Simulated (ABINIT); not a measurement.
# NaCl in ABINIT: the effect of functional

Crystal: NaCl.

```
Cl Na
1.0
     3.50219    0.00000    0.00000
     0.00000    3.50219    0.00000
     0.00000    0.00000    3.50219
Cl Na
1 1
Direct
  0.50000 0.50000 0.50000
  0.00000 0.00000 0.00000
```

Measurements of this composition are mostly on another form, of space group No. 225.

Alike in all runs:

| Property | Result |
| --- | --- |
| Program | ABINIT 10.8.3 (patched build) |
| Task | single point |
| Potentials or basis | SPMS NC PBE v1.0 |
| Cutoff | 599 eV |
| k mesh | 6 × 6 × 6 |
| Occupations | fixed |
| Spin | no spin polarisation |

```csv
functional,gap on the mesh (eV),pressure (GPa)
PBEsol,3.84,-1.1
HSE06,5.22,-0.6
PBE0,?,?
```

Problem. What does the run with functional PBE0 give?

Solution. gap on the mesh 6.00 eV; pressure -0.5 GPa.

Caveats: the potentials were made for another functional, which shifts forces and pressure; Libxc's HSE differs a little from that of other programs (some runs).

A k mesh can miss the band edges.

Runs at the PBE level aren't shown here.
